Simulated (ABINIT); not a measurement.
Runs of ABINIT 10.8.3 (patched build) on CO2. The structure is tetragonal, space group I-42d (No. 122). Conventional cell: a = 3.949 Å, b = 3.949 Å, c = 6.028 Å, α = 90.00°, β = 90.00°, γ = 90.00°. Around O (site symmetry 2) lie 2 C at 1.40 Å. C (site symmetry -4) has 4 O at 1.40 Å as nearest neighbours. The cell comes from a database or a generator and needn't be the stable form of this composition.

```tsv
task	level	potentials or basis	cell	k mesh	cutoff (eV)	cell freedom (optcell)	cutoff smearing ecutsm (Ha)	optimiser (ionmov)	force stop (Ha/bohr)	fine-grid cutoff	gap on the mesh (eV)	pressure (GPa)	relaxed volume (Å³/atom)	largest force (eV/Å)
band structure	PBEsol	PseudoDojo NC SR PBEsol v0.4.1 standard	as given	9 × 9 × 9	1143	-	-	-	-	-	7.58	-6.7	-	0.22
single point	PBEsol	PseudoDojo NC SR PBEsol v0.4.1 standard	atoms moved at random, drawn with an rms of 0.05 Å	9 × 9 × 9	1143	-	-	-	-	-	7.19	-4.3	-	3.23
relaxation of cell and atoms	PBEsol	PseudoDojo NC SR PBEsol v0.4.1 standard	relaxed	6 × 6 × 6	1143	2	0.5	2	0.0002	-	(b)	0.0	7.59	-
relaxation of cell and atoms	LDA	JTH PAW LDA v2.0	relaxed	9 × 9 × 9	626	2	0.5	2	0.0001	1224.51 eV	7.57	0.0	(a)	-
```

Alike in all rows: no spin polarisation; smearing fermi-dirac 0.05 eV.

Q: Estimate the missing entries.

A: (a) 7.36; (b) 7.64.

Caveats: an odd mesh through Γ misses points on the zone boundary, where band edges often lie (some runs); the atomic spheres overlap (some runs).
